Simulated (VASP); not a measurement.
# Tm (Fm-3m) in VASP: notebook

The runs below take Tm through single point, with PBE.

Program: VASP 6.6.1. These are calculated values, not measurements. Logs are shortened: lines on timing, memory, paths and dates and some standing lists are left out, and cuts for length are marked.

## Step 1: Starting point

It takes space group Fm-3m (No. 225, cubic). Conventional cell: a = 4.941 Å, b = 4.941 Å, c = 4.941 Å, α = 90.00°, β = 90.00°, γ = 90.00°. Around Tm (site symmetry m-3m) lie 12 Tm at 3.49 Å.

The cell was built by a generator and needn't be a form met in nature.

## Step 2: Single point, PBE, collinear spin, typed start

File INCAR:

```
PREC = Accurate
ENCUT = 520
EDIFF = 1E-6
ISMEAR = 0
SIGMA = 0.05
LREAL = F
LASPH = T
NELM = 150
ALGO = Fast
ISIF = 2
LWAVE = F
LCHARG = T
ISPIN = 2
MAGMOM = 2
LORBIT = 11
LMAXMIX = 6
GGA = PE
LELF = T
LVHAR = T
NBANDS = 22
```

File KPOINTS:

```
Automatic mesh
0
Gamma
  8 8 8
```

File POSCAR:

```
Tm
1.0
    0.0000000000      2.4705477212      2.4705477212
    2.4705477212      0.0000000000      2.4705477212
    2.4705477212      2.4705477212      0.0000000000
Tm
1
Direct
    0.0000000000      0.0000000000      0.0000000000
```

Potentials or basis: VASP PAW PBE potentials, release 64 (Tm).

Started as:

```sh
> cat potpaw_PBE.64/Tm/POTCAR > POTCAR
> mpirun -np 1 vasp_std > vasp.out
```

OUTCAR:

```text
PREC = Accurate
   ENCUT = 520
   EDIFF = 1E-6
   ISMEAR = 0
   LREAL = F
   LASPH = T
   NELM = 150
   ISIF = 2
   ISPIN = 2
   LORBIT = 11
   GGA = PE

 ion  position               nearest neighbor table
   1  0.000  0.000  0.000-

  LATTYP: Found a face centered cubic cell.
 ALAT       =     4.9410954424

  Lattice vectors:

 A1 = (   0.0000000000,   2.4705477212,   2.4705477212)
 A2 = (   2.4705477212,   0.0000000000,   2.4705477212)
 A3 = (   2.4705477212,   2.4705477212,   0.0000000000)

Analysis of symmetry for initial positions (statically):
=====================================================================
 Subroutine PRICEL returns:
 Original cell was already a primitive cell.

 Routine SETGRP: Setting up the symmetry group for a
 face centered cubic supercell.

 Subroutine GETGRP returns: Found 48 space group operations
 (whereof 48 operations were pure point group operations)
 out of a pool of 48 trial point group operations.

The static configuration has the point symmetry O_h .

Analysis of symmetry for dynamics (positions and initial velocities):
=====================================================================
 Subroutine PRICEL returns:
 Original cell was already a primitive cell.

 Routine SETGRP: Setting up the symmetry group for a
 face centered cubic supercell.

 Subroutine GETGRP returns: Found 48 space group operations
 (whereof 48 operations were pure point group operations)
 out of a pool of 48 trial point group operations.

The dynamic configuration has the point symmetry O_h .

Analysis of structural, dynamic, and magnetic symmetry:
=====================================================================
 Subroutine PRICEL returns:
 Original cell was already a primitive cell.

 Routine SETGRP: Setting up the symmetry group for a
 face centered cubic supercell.

 Subroutine GETGRP returns: Found 48 space group operations
 (whereof 48 operations were pure point group operations)
 out of a pool of 48 trial point group operations.

The overall configuration has the point symmetry O_h .

 Subroutine INISYM returns: Found 48 space group operations
 (whereof 48 operations are pure point group operations),
 and found     1 'primitive' translations

----------------------------------------------------------------------------------------

                                     Primitive cell

  volume of cell :      30.1585

  direct lattice vectors                    reciprocal lattice vectors
     0.000000000  2.470547721  2.470547721    -0.202384271  0.202384271  0.202384271
     2.470547721  0.000000000  2.470547721     0.202384271 -0.202384271  0.202384271
     2.470547721  2.470547721  0.000000000     0.202384271  0.202384271 -0.202384271

  length of vectors
     3.493882094  3.493882094  3.493882094     0.350539840  0.350539840  0.350539840

  position of ions in fractional coordinates (direct lattice)
     0.000000000  0.000000000  0.000000000

  ion indices of the primitive-cell ions
   primitive index   ion index
                 1           1

----------------------------------------------------------------------------------------

 KPOINTS: Automatic mesh

Automatic generation of k-mesh.
 Grid dimensions read from file:
 generate k-points for:    8    8    8

 Generating k-lattice:

  Cartesian coordinates                     Fractional coordinates (reciprocal lattice)
    -0.025298034  0.025298034  0.025298034     0.125000000  0.000000000  0.000000000
     0.025298034 -0.025298034  0.025298034     0.000000000  0.125000000  0.000000000
     0.025298034  0.025298034 -0.025298034     0.000000000  0.000000000  0.125000000

  Length of vectors
     0.043817480  0.043817480  0.043817480

  Shift w.r.t. Gamma in fractional coordinates (k-lattice)
     0.000000000  0.000000000  0.000000000

 Subroutine IBZKPT returns following result:
 ===========================================

 Found     29 irreducible k-points:

 Following reciprocal coordinates:
            Coordinates               Weight
  0.000000  0.000000  0.000000      1.000000
  0.125000  0.000000  0.000000      8.000000
  0.250000  0.000000  0.000000      8.000000
  0.375000  0.000000  0.000000      8.000000
  0.500000  0.000000  0.000000      4.000000
  0.125000  0.125000  0.000000      6.000000
[... 16 lines left out ...]
  0.500000  0.250000  0.125000     48.000000
 -0.375000  0.250000  0.125000     24.000000
 [... further k-points ...]
   k-points           NKPTS =     29   k-points in BZ     NKDIM =     29   number of bands    NBANDS=     22
   number of dos      NEDOS =    301   number of ions     NIONS =      1
   total plane-waves  NPLWV =  21952
   dimension x,y,z NGX =    28 NGY =   28 NGZ =   28
   dimension x,y,z NGXF=    56 NGYF=   56 NGZF=   56
   ions per type =               1
   NGX,Y,Z   is equivalent  to a cutoff of  13.32, 13.32, 13.32 a.u.
   NGXF,Y,Z  is equivalent  to a cutoff of  26.65, 26.65, 26.65 a.u.
 SYSTEM =  unknown system
   PREC   = accura    normal or accurate (medium, high low for compatibility)
   ISTART =      0    job   : 0-new  1-cont  2-samecut
   ICHARG =      2    charge: 1-file 2-atom 10-const
   ISPIN  =      2    spin polarized calculation?
   LNONCOLLINEAR =      F non collinear calculations
   LSORBIT =      F    spin-orbit coupling
   LASPH  =      T    aspherical Exc in radial PAW
   ENCUT  =  520.0 eV  38.22 Ry    6.18 a.u.   6.50  6.50  6.50*2*pi/ulx,y,z
   NELM   =    150;   NELMIN=  2; NELMDL= -5     # of ELM steps
   EDIFF  = 0.1E-05   stopping-criterion for ELM
   LREAL  =      F    real-space projection
   EDIFFG = 0.1E-04   stopping-criterion for IOM
   NSW    =      0    number of steps for IOM
   IBRION =     -1    ionic relax: 0-MD 1-quasi-New 2-CG
   NFREE  =      0    steps in history (QN), initial steepest desc. (CG)
   ISIF   =      2    stress and relaxation
   ISYM   =      2    0-nonsym 1-usesym 2-fastsym
   POTIM  = 0.5000    time-step for ionic-motion
   TEBEG  =    0.0;   TEEND  =   0.0 temperature during run
   PSTRESS=    0.0 pullay stress
   NELECT =      23.0000    total number of electrons
   NUPDOWN=      -1.0000    fix difference up-down
   EMIN   =  10.00;   EMAX   =-10.00  energy-range for DOS
   EFERMI =   0.00;   METHOD = LEGACY
   ISMEAR =     0;   SIGMA  =   0.05  broadening in eV -4-tet -1-fermi 0-gaus
   EFERMI_NEDOS =   21; number of points for ismear=-14 and -15
   IALGO  =     68    algorithm
   IMIX   =      4    mixing-type and parameters
     AMIX     =   0.40;   BMIX     =  1.00
     AMIX_MAG =   1.60;   BMIX_MAG =  1.00
  volume/ion in A,a.u.               =      30.16       203.52
  Fermi-wavevector in a.u.,A,eV,Ry     =   1.495710  2.826483 30.438271  2.237150
  Thomas-Fermi vector in A             =   2.607820
   LORBIT       =     11    0 simple, 1 ext, 2 COOP (PROOUT), +10 PAW based schemes
   GGA     = PE    functional components
   LHFCALC =     F    Hartree Fock is set to
   AEXX    =    0.0000 exact exchange contribution
   IVDW    =     0    specifies the selected vdW correction
   LEPSILON=     F    determine dielectric tensor
   LRPA    =     F    only Hartree local field effects (RPA)
 spin polarized calculation
 RMM-DIIS sequential band-by-band and
 Gauss-broadening in eV      SIGMA  =   0.05
  energy-cutoff  :      520.00
  volume of cell :       30.16
 maximum number of plane-waves:       869
 NGX is ok and might be reduce to    28
   NGX = 13   NGY = 13   NGZ = 13

 number of electron      23.0000007 magnetization       0.6739122

 Free energy of the ion-electron system (eV)
  ---------------------------------------------------
  ext. energy  EPLUGINS =         0.00000000
  ---------------------------------------------------
  free energy    TOTEN  =        -3.92033122 eV

  energy without entropy =       -3.90479370  energy(sigma->0) =       -3.91256246

 E-fermi :   2.3630     XC(G=0): -10.2468

 val. band max:        2.3570942405   @ k =   0.5000   0.1250   0.0000
 cond. band min:       2.3678605126   @ k =   0.5000   0.2500   0.0000
 fundamental gap:      0.0107662721
 Fermi energy:         2.3630100167

 spin component 1

 k-point     1 :       0.0000    0.0000    0.0000
  band No.  band energies     occupation
      1     -47.9939      1.00000
      2     -20.9157      1.00000
      3     -20.9157      1.00000
      4     -20.9157      1.00000
      5      -2.7774      1.00000
      6       0.6294      1.00000
[... 14 lines left out ...]
     21      16.2484      0.00000
     22      18.3564      0.00000

 k-point     2 :       0.1250    0.0000    0.0000
  band No.  band energies     occupation
      1     -47.9876      1.00000
      2     -21.0141      1.00000
      3     -20.9280      1.00000
      4     -20.9280      1.00000
      5      -2.3430      1.00000
      6       0.6388      1.00000
[... 14 lines left out ...]
     21      17.1428      0.00000
     22      20.3857      0.00000
[... 523 lines left out ...]
     21      18.4016      0.00000
     22      20.1334      0.00000

 k-point    24 :      -0.3750    0.2500    0.1250
  band No.  band energies     occupation
      1     -47.9438      1.00000
      2     -21.4638      1.00000
      3     -21.1675      1.00000
      4     -21.0526      1.00000
      5       0.7719      1.00000
      6       1.0884      1.00000
[... 14 lines left out ...]
     21      22.6601      0.00000
     22      36.0741      0.00000

 [... further k-points ...]

 spin component 2

 k-point     1 :       0.0000    0.0000    0.0000
  band No.  band energies     occupation
      1     -47.5396      1.00000
      2     -20.6514      1.00000
      3     -20.6514      1.00000
      4     -20.6514      1.00000
      5      -3.3274      1.00000
      6       2.0294      1.00000
[... 14 lines left out ...]
     21      15.7445      0.00000
     22      17.5475      0.00000

 k-point     2 :       0.1250    0.0000    0.0000
  band No.  band energies     occupation
      1     -47.5329      1.00000
      2     -20.7582      1.00000
      3     -20.6646      1.00000
      4     -20.6646      1.00000
      5      -2.8869      1.00000
      6       1.9970      1.00000
[... 14 lines left out ...]
     21      16.6682      0.00000
     22      21.0746      0.00000
[... 523 lines left out ...]
     21      28.7290      0.00000
     22      40.9495      0.00000

 k-point    24 :      -0.3750    0.2500    0.1250
  band No.  band energies     occupation
      1     -47.4857      1.00000
      2     -21.2420      1.00000
      3     -20.9221      1.00000
      4     -20.7976      1.00000
      5       1.1743      1.00000
      6       1.8755      1.00000
[... 14 lines left out ...]
     21      21.7213      0.00000
     22      30.3405      0.00000

 [... further k-points ...]

------------------------ aborting loop because EDIFF is reached ----------------------------------------

  FORCE on cell =-STRESS in cart. coord.  units (eV):
  Direction    XX          YY          ZZ          XY          YZ          ZX
  --------------------------------------------------------------------------------------
  -------------------------------------------------------------------------------------
  Total       -0.4215427     -0.4215427     -0.4215427     -0.0000000      0.0000000      0.0000000
  in kB      -22.3945548    -22.3945548    -22.3945548     -0.0000000      0.0000000      0.0000000
  external PRESSURE =     -22.3945548 kB  Pullay stress =       0.0000000 kB

 VOLUME and BASIS-vectors are now :
 -----------------------------------------------------------------------------
  energy-cutoff  :      520.00
  volume of cell :       30.16
      direct lattice vectors                 reciprocal lattice vectors
     0.000000000  2.470547721  2.470547721    -0.202384271  0.202384271  0.202384271
     2.470547721  0.000000000  2.470547721     0.202384271 -0.202384271  0.202384271
     2.470547721  2.470547721  0.000000000     0.202384271  0.202384271 -0.202384271

 POSITION                                       TOTAL-FORCE (eV/Angst)
 -----------------------------------------------------------------------------------
      0.00000      0.00000      0.00000        -0.000000      0.000000      0.000000
 -----------------------------------------------------------------------------------
    total drift:                                0.000000     -0.000000      0.000000

  FREE ENERGIE OF THE ION-ELECTRON SYSTEM (eV)
  ---------------------------------------------------
  free  energy   TOTEN  =        -3.9203312196 eV

  energy  without entropy=       -3.9047937047  energy(sigma->0) =       -3.91256246

 total charge

# of ion       s       p       d       f       tot
--------------------------------------------------
    1        2.218   5.948   0.406  12.522  21.094

 magnetization (x)

# of ion       s       p       d       f       tot
--------------------------------------------------
    1       -0.001  -0.066  -0.163   1.234   1.005
```

Run time: 9.8 min. Hardware: 1 thread of Intel Xeon Platinum 8488C (Sapphire Rapids), shared host; peak memory 0.2 GiB.

Results:

* Free energy: -3.9203 eV
* Pressure: -2.2 GPa
* Band gap on the k mesh: none (metal or under the smearing width)
* Net moment: 0.67 μB per cell
* Site moments: Tm +1.00 μB
* Valence electrons inside the program's atomic spheres: Tm 21.09

Caveat: the magnetic or orbital state may not be the lowest; spin-orbit coupling is left out, which moves the levels of the heavy elements. The state reached can hang on the start; a lower one may exist.

## Step 3: Single point, PBE, collinear spin, typed start

This run uses another cell than the first one, of 34.63 Å³/atom, 1.148 times its volume.

File INCAR:

```
PREC     = Accurate       # precision mode
ENCUT    = 520            # plane-wave cutoff, eV
EDIFF    = 1E-6           # SCF threshold, eV
ISMEAR   = 0              # smearing method
SIGMA    = 0.05           # smearing width, eV
LREAL    = F              # projectors in reciprocal space
LASPH    = T              # aspherical terms in the spheres
NELM     = 150            # most SCF steps
ALGO     = Normal         # electronic algorithm
ISIF     = 2              # what is computed and relaxed
LWAVE    = F              # write WAVECAR
LCHARG   = F              # write CHGCAR
ISPIN    = 2              # spin polarisation
MAGMOM   = 1.25           # initial moments
LORBIT   = 11             # projections on sites
LMAXMIX  = 6              # l up to which the mixer works
GGA      = PE             # functional
NBANDS   = 22             # bands
```

KPOINTS is that of step 2.

File POSCAR:

```
Tm
1.0
    0.0000000000      2.5871804081      2.5871804081
    2.5871804081      0.0000000000      2.5871804081
    2.5871804081      2.5871804081      0.0000000000
Tm
1
Direct
    0.0000000000      0.0000000000      0.0000000000
```

Potentials or basis: VASP PAW PBE potentials, release 64 (Tm).

Started as:

```sh
> cat potpaw_PBE.64/Tm/POTCAR > POTCAR
> mpirun -np 1 vasp_std > vasp.out
```

It took 6.8 min on 1 thread of Intel Xeon Platinum 8488C (Sapphire Rapids), shared host; peak memory 0.22 GiB.

The run converged. Its results:

```
Free energy                                           : -4.0099 eV
Pressure                                              : -0.1 GPa
Band gap on the k mesh                                : none (metal or under the smearing width)
Net moment                                            : 1.00 μB per cell
Site moments                                          : Tm +1.16 μB
Valence electrons inside the program's atomic spheres : Tm 21.01
```

Levels at points of the mesh, in eV from the Fermi level:
Spin up:
| k point | band 10 | band 11 | band 12 | band 13 | band 14 | band 15 |
| --- | --- | --- | --- | --- | --- | --- |
| (0.00, 0.00, 0.00) | -0.98 | -0.98 | -0.98 | 2.77 | 2.77 | 2.77 |
| (0.50, 0.00, 0.00) | -1.07 | -1.07 | -0.97 | 0.63 | 2.57 | 2.57 |
| (0.50, 0.50, 0.00) | -1.07 | -1.07 | -1.07 | 0.01 | 2.11 | 6.58 |
Spin down:
| k point | band 7 | band 8 | band 9 | band 10 | band 11 | band 12 | band 13 | band 14 | band 15 | band 16 |
| --- | --- | --- | --- | --- | --- | --- | --- | --- | --- | --- |
| (0.00, 0.00, 0.00) | -0.39 | -0.39 | -0.11 | -0.11 | -0.11 | -0.02 | 2.71 | 2.71 | 2.71 | 4.96 |
| (0.50, 0.00, 0.00) | -0.51 | -0.39 | -0.21 | -0.02 | -0.02 | 0.02 | 0.58 | 2.50 | 2.50 | 6.60 |
| (0.50, 0.50, 0.00) | -0.50 | -0.50 | -0.19 | -0.13 | -0.03 | -0.03 | 0.18 | 1.90 | 6.64 | 7.09 |

Caveat: the magnetic or orbital state may not be the lowest; spin-orbit coupling is left out, which moves the levels of the heavy elements.
